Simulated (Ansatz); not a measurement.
# HfC (Pmm2) in Ansatz: a series of runs

Runs on HfC. Level: PBE. Tasks: single point.

All numbers are computed with Ansatz 0.2.0; they aren't measurements. Logs are shortened: lines on timing, memory, paths and dates and some standing lists are left out, and cuts for length are marked.

### Step 1. Starting point

The structure is orthorhombic, space group Pmm2 (No. 25). The conventional cell has a = 2.439 Å, b = 4.695 Å, c = 2.562 Å, α = 90.00°, β = 90.00°, γ = 90.00°. Hf (site symmetry mm2) is surrounded by 2 C at 2.43 Å and 4 Hf at 2.44 to 2.56 Å. C (site symmetry mm2) has 2 Hf at 2.43 Å and 4 C at 2.44 to 2.56 Å as nearest neighbours.

The cell was built by a generator and needn't be a form met in nature.

### Step 2. Single point, PBE

input.yaml reads:

```yaml
crystal:
  lattice:
    - [2.43942588, 0.0, 0.0]
    - [0.0, 4.69499661, 0.0]
    - [0.0, 0.0, 2.56227473]
  atoms:
    - { symbol: Hf, position: [0.0, 0.0, 0.0] }
    - { symbol: C, position: [0.0, 0.5, 0.75] }
hamiltonian:
  xc: pbe
  pseudopotentials: { kind: paw }
kpoints:
  mp_grid: { grid: [11, 6, 10] }
scf:
  occupations: { method: gaussian, width: 0.013 }
output:
  forces: true
  stress: true
  eigenvalues: true
```

Potentials or basis: Ansatz PAW.

Run with:

```sh
$ ansatz run input.yaml --threads 2 --pin off --max-ram 5632MiB --backend cpu --events-out ev --progress --plain --runs-dir out
```

What it wrote:

```text
Warning: RAYON_NUM_THREADS=2 ignored (pool sized by the plan → 2); use --threads N
Engine: ansatz 0.2.0, x86_64-unknown-linux-gnu
Pseudopotentials: kind: paw
Pseudopotential: Hf, paw, valence charge 26, recommended cutoff 420 eV (normal), Hf.paw.azcp
Pseudopotential: C, paw, valence charge 4, recommended cutoff 420 eV (normal), C.paw.azcp
Functional definition: PBE
  parameter kappa = 0.804
  parameter beta = 0.06672455060314922
  exchange = pbe_x(kappa = kappa, mu = beta*pi^2/3)
  correlation = pbe_c(beta = beta)
Crystal: 2 atoms, lattice volume = 29.346 Å³
Basis set: ecut = 420 eV, 559 PW (Γ), exchange–correlation on 36×64×36 points (8 copies of the dense FFT grid, shifted against one another)
Bands: 19, of which v1, the nominal top of the filled ones, is band 15 counted from 1 (14 counted from 0)
Symmetry: 4 space group operations
Space group: Pmm2 (ITA 25), of the structure as read, at distance tolerance 3.1e-5 Å
k-points: 144 of 660 (time reversal used)
Non-local potential: Hf, projectors of the file, l = 0: 3, l = 1: 2, l = 2: 2, l = 3: 3
Non-local potential: C, projectors of the file, l = 0: 2, l = 1: 2, l = 2: 1
PAW form: soft (Blöchl's): semilocal exchange-correlation on the pseudo side does not see the compensation charge
PAW one-centre angular grid: Hf, 590 points (default); XC on 64 Gauss nodes
PAW one-centre angular grid: C, 110 points (default); XC on 64 Gauss nodes
Initial density: superposition of atomic densities (neutral atoms: chi_scale 0, normalization atom), corrected by the library's trained network
Initial wavefunctions: pseudopotential atomic-orbital guess
Functional: x = pbe(κ = 0.804, μ = 0.2195149727645171), c = pbe(β = 0.06672455060314922)
SCF iter   1: F=—  HF=-15967.217588 eV  |F-HF|=—  |Δ(HF+E_count)|=         —  Δρ=7.68e-3  dr2=2.46e-2  ethr=1.77e-3  ⟨swp⟩=5.2  Hψ=11641  notcnv=0
preconditioner: auto → none  [metal: Δε(μ)=0.009 eV  Ē_g=16.397 eV  σ=0.013 eV  W_gap=0.35  n_scr=8 (ndim 8)  ℏωp=36.3 eV  f_vac=0.000  D(μ)=3.33/eV (n_scr^D=46)  sad-step TF]
SCF iter   2: F=—  HF=-15967.215133 eV  |F-HF|=—  |Δ(HF+E_count)|=   2.46e-3  Δρ=5.42e-3  dr2=1.85e-2  ethr=8.20e-5  ⟨swp⟩=2.1  Hψ=4582  notcnv=0  defer=13
SCF iter   3: F=—  HF=-15967.213637 eV  |F-HF|=—  |Δ(HF+E_count)|=   1.50e-3  Δρ=2.46e-3  dr2=2.63e-3  ethr=6.16e-5  ⟨swp⟩=3.0  Hψ=4874  notcnv=0  defer=13
SCF iter   4: F=—  HF=-15967.213024 eV  |F-HF|=—  |Δ(HF+E_count)|=   6.13e-4  Δρ=5.36e-4  dr2=1.26e-4  ethr=8.77e-6  ⟨swp⟩=2.0  Hψ=4877  notcnv=0  defer=13
SCF iter   5: F=—  HF=-15967.213020 eV  |F-HF|=—  |Δ(HF+E_count)|=   3.81e-6  Δρ=1.23e-4  dr2=3.17e-6  ethr=4.19e-7  ⟨swp⟩=2.0  Hψ=4295  notcnv=0  defer=13
SCF iter   6: F=—  HF=-15967.213032 eV  |F-HF|=—  |Δ(HF+E_count)|=   1.21e-5  Δρ=5.05e-5  dr2=9.28e-7  ethr=1.06e-8  ⟨swp⟩=2.2  Hψ=4881  notcnv=0  defer=13
SCF iter   7: F=-15967.213032 eV  HF=-15967.213032 eV  |F-HF|=4.04e-8  |Δ(HF+E_count)|=   1.05e-7  Δρ=1.03e-5  dr2=5.06e-8  ethr=3.33e-10  ⟨swp⟩=4.4  Hψ=13224  notcnv=0
SCF 1 converged in 7 iterations: F = -15967.213032 eV  dr2 = 5.06e-8
SCF converged after 7 iterations
Free energy (F): -15967.213032 eV
Harris-Foulkes:  -15967.213032 eV  (|F-HF|=4.04e-8)
Internal energy: -15967.212793 eV  (E = F + TS)
E sigma→0 (E₀):  -15967.212912 eV
Entropy (-TS):   -0.000239 eV (-0.120 meV/atom)
Fermi energy:    16.641817 eV
--- Per-component energies (eV) ---
  E_band       = 8.699976
  E_kinetic    = 512.518637
  E_local      = -6534.419472  (includes V_loc(G=0)·N_el)
  E_nonlocal   = -1215.278510
  E_hartree    = 3080.767816
  E_xc         = -348.535314
  E_vxc        = -326.271877  (∫ρ·V_xc dr)
  E_paw        = -7028.423573  (= ΣΔE_a)
  E_vpaw       = 1410.623539  (= ΣTr[D̂ρ^β])
  E_aug_tail   = 0.000001  (compensation charges beyond the density's cutoff)
  E_ewald      = -4433.842378
  E_smearing   = -0.000239  (= −TS)
  E_closure    = 0.000000  (closes the sum)
  Σ components = -15967.213032   (vs F -15967.213032, Δ=0.00e0)
--- Forces (eV/Å), atoms counted from 1 ---
  atom   1  Hf     0.00000000     0.00000000     0.11237079
  atom   2  C      0.00000000     0.00000000    -0.11235621
  max |Σ_I F_I| component: 1.46e-5 eV/Å
--- Stress (GPa, compression-positive) ---
       56.189141       0.000000       0.000000
        0.000000     -50.439661       0.000000
        0.000000       0.000000      28.062698
  P = ⅓ Tr σ = 11.2707 GPa (112.707 kbar)
--- Band table (eV; the first three rows and the last of 144) ---
  k-point 0: bands = ["-44.9320", "-13.6674", "-12.3644", "-11.9155", "4.8256", "5.2857", "5.3525", "5.4263", "5.4284", "5.5064", "5.5708", "5.5970", "12.2469", "14.0914", "14.2611", "19.7074", "21.0557", "21.6781", "22.8509"]
  k-point 1: bands = ["-44.9077", "-13.6338", "-12.6530", "-11.8924", "5.0014", "5.2897", "5.3387", "5.4379", "5.4387", "5.5026", "5.5718", "5.5779", "12.6897", "14.0775", "14.6739", "19.0176", "21.1148", "21.7462", "21.9523"]
  k-point 2: bands = ["-44.8434", "-13.5450", "-13.3637", "-11.8318", "5.2896", "5.2990", "5.3944", "5.4685", "5.4690", "5.4927", "5.5753", "5.6672", "13.4955", "13.9797", "15.8152", "17.7435", "20.5113", "21.2681", "22.0522"]
  k-point 143: bands = ["-44.2583", "-15.1395", "-14.4013", "-12.8356", "5.3014", "5.3654", "5.3929", "5.4811", "5.5014", "5.5387", "5.5755", "10.5598", "12.2353", "14.2750", "14.9377", "16.3863", "17.9380", "19.5441", "23.5797"]
```

It took 5.7 s on 2 threads of Intel Xeon at 2.70GHz, shared host; peak memory 0.41 GiB.

What came out:

```yaml
Free_energy: -15967.2130 eV
Pressure: 11.3 GPa
Largest_force: 0.112 eV/Å
Band_gap_on_the_k_mesh: none (metal or under the smearing width)
```

Forces in eV/Å, atoms in the order of the input:
```
Hf   0.000  0.000  0.112
C    0.000  0.000 -0.112
```

Levels at points of the mesh, in eV from the Fermi level:
```csv
k point,band 13,band 14,band 15,band 16,band 17,band 18
"(0.00, 0.00, 0.00)",-4.39,-2.55,-2.38,3.07,4.41,5.04
"(0.00, 0.00, -0.50)",-4.17,-3.45,-1.64,2.48,4.78,5.26
"(0.00, -0.50, 0.00)",-6.18,-2.89,-2.25,3.34,3.99,5.99
"(0.00, -0.50, -0.50)",-4.20,-2.46,-1.51,1.00,2.85,4.93
```

Spin-orbit coupling is left out, which matters for the levels of Hf.

### Step 3. Single point, PBE

input.yaml, as its differences from that of step 2:

```diff
@@ -14,3 +14,3 @@
 scf:
-  occupations: { method: gaussian, width: 0.013 }
+  occupations: { method: gaussian, width: 0.014 }
 output:
```

Potentials or basis: Ansatz PAW.

Run with:

```sh
$ ansatz run input.yaml --threads 2 --pin off --max-ram 5632MiB --backend cpu --events-out ev --progress --plain --runs-dir out
```

Run time: 6.2 s. Hardware: 2 threads of Intel Xeon at 2.70GHz, shared host; peak memory 0.41 GiB.

The run converged. Its results:

- Free energy: -15967.2131 eV
- Pressure: 11.3 GPa
- Largest force: 0.112 eV/Å
- Band gap on the k mesh: none (metal or under the smearing width)

Forces in eV/Å, atoms in the order of the input:
```
Hf   0.000  0.000  0.112
C    0.000  0.000 -0.112
```

Stress tensor (GPa, compression positive):
```
 56.21   0.00   0.00
  0.00 -50.45   0.00
  0.00   0.00  28.07
```

Levels at points of the mesh, in eV from the Fermi level:
```tsv
k point	band 12	band 13	band 14	band 15	band 16	band 17	band 18	band 19
(0.00, 0.00, 0.00)	-11.05	-4.40	-2.55	-2.38	3.07	4.41	5.04	6.21
(0.00, 0.00, -0.50)	-8.95	-4.17	-3.45	-1.64	2.48	4.78	5.26	5.80
(0.00, -0.50, 0.00)	-10.92	-6.18	-2.89	-2.25	3.34	3.99	5.99	7.65
(0.00, -0.50, -0.50)	-8.84	-4.20	-2.46	-1.51	1.00	2.85	4.93	5.37
```

Spin-orbit coupling is left out, which matters for the levels of Hf.

### Step 4. Single point, PBE

input.yaml, as its differences from that of step 3:

```diff
@@ -14,3 +14,3 @@
 scf:
-  occupations: { method: gaussian, width: 0.014 }
+  occupations: { method: gaussian, width: 0.015 }
 output:
@@ -19 +19,5 @@
   eigenvalues: true
+  write_density: true
+  write_potential: true
+  elf: true
+  volumetric_format: npy
```

Run with:

```sh
$ ansatz run input.yaml --threads 2 --pin off --max-ram 5632MiB --backend cpu --events-out ev --progress --plain --runs-dir out
```

Run time: 8.1 s. Hardware: 2 threads of Intel Xeon at 2.70GHz, shared host; peak memory 0.41 GiB.

It converged, with:

| Property | Result |
| --- | --- |
| Free energy | -15967.2131 eV |
| Pressure | 11.3 GPa |
| Largest force | 0.112 eV/Å |
| Band gap on the k mesh | none (metal or under the smearing width) |

Forces on the atoms (eV/Å):
```
Hf   0.000  0.000  0.112
C    0.000  0.000 -0.112
```

Stress tensor (GPa, compression positive):
```
 56.22   0.00   0.00
  0.00 -50.45   0.00
  0.00   0.00  28.07
```

Levels at points of the mesh, in eV from the Fermi level:
| k point | band 12 | band 13 | band 14 | band 15 | band 16 | band 17 | band 18 | band 19 |
| --- | --- | --- | --- | --- | --- | --- | --- | --- |
| (0.00, 0.00, 0.00) | -11.05 | -4.40 | -2.55 | -2.38 | 3.06 | 4.41 | 5.04 | 6.21 |
| (0.00, 0.00, -0.50) | -8.95 | -4.17 | -3.45 | -1.64 | 2.48 | 4.78 | 5.26 | 5.80 |
| (0.00, -0.50, 0.00) | -10.92 | -6.18 | -2.89 | -2.25 | 3.34 | 3.99 | 5.99 | 7.65 |
| (0.00, -0.50, -0.50) | -8.84 | -4.20 | -2.46 | -1.51 | 1.00 | 2.85 | 4.93 | 5.37 |

The run has no spin-orbit coupling, so splittings on Hf are missing.

### Step 5. The runs side by side

```tsv
smearing	gap on the mesh (eV)	pressure (GPa)	largest force (eV/Å)
gaussian 0.013 eV	none	11.3	0.11
gaussian 0.014 eV	none	11.3	0.11
gaussian 0.015 eV	none	11.3	0.11
```

Alike in all rows: task single point; level PBE; potentials or basis Ansatz PAW; no spin polarisation; cell as given; k mesh 11 × 6 × 10; cutoff (eV) 420.

Every run on the cell as given and a fine mesh finds a metal.

Absolute energies hang on the potentials; compare differences alone.
